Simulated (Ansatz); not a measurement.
CdTe: what relativity and spin–orbit coupling change

```
Cd Te
1.0
     0.00000    3.20500    3.20500
     3.20500    0.00000    3.20500
     3.20500    3.20500    0.00000
Cd Te
1 1
Cartesian
  0.0000 0.0000 0.0000
  4.8075 4.8075 4.8075
```

Atom numbers follow the list: Cd1, Te2.

The cell is COD entry 1010539, as deposited and not checked against the literature; nothing was relaxed. It differs from other determinations.

One fixed cell is solved with PBE by full-potential LAPW in Ansatz 0.2.0 under different relativistic treatments. Pressure is positive in compression.

Numerical set-up: a Γ-centred 9×9×9 k mesh, Fermi–Dirac smearing of 0.08 eV, basis error target 1 meV/atom, no spin polarisation.

```tsv
setting	P (GPa)	gap over the k mesh and a high-symmetry path (eV)	lowest level at Γ above −25 eV, from the valence-band top or, without a gap, the Fermi level (eV)
scalar-relativistic	4.25	0.87	-11.37
non-relativistic	6.32	2.06	-10.37
with spin–orbit coupling	4.26	0.60	-11.63
```
